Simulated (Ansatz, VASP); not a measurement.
## P: VASP beside Ansatz

```
P
1.0
     1.72573    0.99635    3.12968
    -1.72573    0.99635    3.12968
     0.00000   -1.99270    3.12968
P
2
Direct
  0.77292 0.77292 0.77292
  0.22708 0.22708 0.22708
```

This isn't the form of P at room conditions, which is orthorhombic.

Alike in both runs: task single point; functional PBE; k mesh 9 × 9 × 9; no spin polarisation.

|  | VASP | Ansatz |
| --- | --- | --- |
| version | VASP 6.6.1 | Ansatz 0.2.0 |
| potentials or method | VASP PAW PBE potentials, release 64 (P) | SG15 NC |
| plane-wave cutoff (eV) | 520 | 816 |
| occupations | tetrahedron | tetrahedron-uncorrected |
| valence electrons in the cell | 10 | 10 |

Ansatz gave:

```
gap on the k mesh at the Fermi level (eV)       : none
pressure (GPa)                                  : 2.4
largest component of the traceless stress (GPa) : 1.22
rms of the force components (eV/Å)              : 0.130
```

Task: Which values does VASP return?

Result: gap on the k mesh at the Fermi level (eV): none; pressure (GPa): 1.9; largest component of the traceless stress (GPa): 1.04; rms of the force components (eV/Å): 0.100.

Atom by atom the forces differ by 0.030 eV/Å (rms over components). A gap of «none» marks a metal or a gap that the smearing closes.

Caveats: tetrahedron occupations give inexact forces and stress in metals (VASP).
